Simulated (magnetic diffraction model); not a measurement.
## Which magnetic order? MnCl2O

Space group Imm2 (no. 44), a = 3.4630 Å, b = 13.4740 Å, c = 3.6370 Å.

```csv
site,atom,x,y,z
2a,Mn,0,0,0.9398
4d,Cl,1/2,0.1237,0.9797
2a,O,0,0,0.4826
```

The compound is invented for this exercise: a known structure type with other elements, its cell scaled to their sizes and not relaxed.

Only Mn is taken to order (form factors of Mn4+); orders and moment sizes are assumed, and not adapted to the symmetry. Radiation: neutrons of λ = 1.594 Å, 5° to 55°; isotropic B of 0.35 Å² (Mn), 0.35 Å² (Cl) and 0.37 Å² (O). Simulated constant-wavelength pattern: nuclear and magnetic terms add, the magnetic one as |2.695 fm × Σ f S⊥ exp(2πi Q·r) exp(−B s²)|², summed over all Q at one angle with the factor 1/(sin²θ cos θ). For collinear order S is the moment m, which repeats by lattice and centring translations R with the sign exp(−2πi k·R). Free-ion form factors, Sears's scattering lengths of 1992, no absorption; a label names one of the reflections at its angle. The strongest nuclear line in the range is 100, and lines under 0.2 are left out.

Above the ordering temperature:

| 2θ (°) | index | I |
| --- | --- | --- |
| 13.59 | (0 2 0) | 2.5 |
| 26.24 | (0 1 1) | 4.4 |
| 27.37 | (0 4 0) | 31.8 |
| 27.49 | (1 1 0) | 29.0 |
| 32.76 | (0 3 1) | 79.2 |
| 33.79 | (1 3 0) | 34.0 |
| 37.06 | (1 0 1) | 100.0 |
| 39.64 | (1 2 1) | 20.6 |
| 43.20 | (0 5 1) | 51.0 |
| 44.02 | (1 5 0) | 23.2 |
| 46.68 | (1 4 1) | 15.3 |
| 51.99 | (0 0 2) | 15.7 |
| 54.00 | (0 2 2) | 0.8 |
| 54.81 | (2 0 0) | 13.6 |

Below it (cell unchanged):

```
2θ (°)      I
 13.03   22.6
 13.59    2.5
 16.21    9.1
 21.21    2.9
 26.24    4.4
 27.09    1.0
 27.37   31.8
 27.49   29.0
 29.74    6.8
 31.32    5.3
 32.76   79.2
 33.46    0.4
 33.79   34.0
 34.28    3.5
 37.06  100.0
 38.34    2.0
 38.54    1.6
 39.64   20.6
 39.81    1.4
 42.25    1.0
 43.20   51.0
 43.25    1.1
 44.02   23.2
 45.72    0.7
 46.68   15.3
 47.45    1.6
 48.53    1.4
 48.82    0.6
 50.04    0.4
 50.64    1.1
 51.99   15.7
 53.68    0.8
 54.00    0.8
 54.81   13.6
 54.94    0.3
```

**Question.** Check that the new lines index with k = (0 1/2 1/2), then choose among these models:
A. collinear moments along [001], 2.78 μB on Mn
B. collinear moments along [010], 2.78 μB on Mn
C. collinear moments along [100], 2.78 μB on Mn

The new lines index as (0 1/2 1/2) at 13.03°, (0 3/2 -1/2) at 16.21°, (0 5/2 1/2) at 21.21° and (0 7/2 -1/2) at 27.09°, that is as H ± k with k = (0 1/2 1/2), one of 2 inequivalent arms of its star (k and −k counted as one), which a powder can't tell apart. Half indices mean that the moments reverse under translations with k·R a half-integer, and the magnetic cell has twice the primitive volume.

Magnetic intensity, observed (below minus above) and for each model:

| 2θ (°) | index | observed | A | B | C |
| --- | --- | --- | --- | --- | --- |
| 13.03 | (0 1/2 1/2) | 22.6 | 1.6 | 22.6 | 24.3 |
| 16.21 | (0 3/2 -1/2) | 9.1 | 6.0 | 9.1 | 15.1 |
| 21.21 | (0 5/2 1/2) | 2.9 | 5.2 | 2.9 | 8.1 |
| 27.09 | (0 7/2 -1/2) | 1.0 | 3.5 | 1.0 | 4.4 |
| 29.74 | (1 1/2 -1/2) | 6.8 | 5.7 | 6.8 | 1.4 |
| 31.32 | (1 3/2 1/2) | 5.3 | 5.0 | 5.3 | 1.6 |
| 33.46 | (0 9/2 1/2) | 0.4 | 2.1 | 0.4 | 2.5 |
| 34.28 | (1 5/2 -1/2) | 3.5 | 4.0 | 3.5 | 1.8 |

Model B matches.

The structure used: k = (0 1/2 1/2), collinear moments along [010], 2.78 μB on Mn.

[Logs are printed without paths, hosts, clocks, repeated set-up lines and the standing remarks that a program may print on its own settings, such as how far it seeks lower states.]
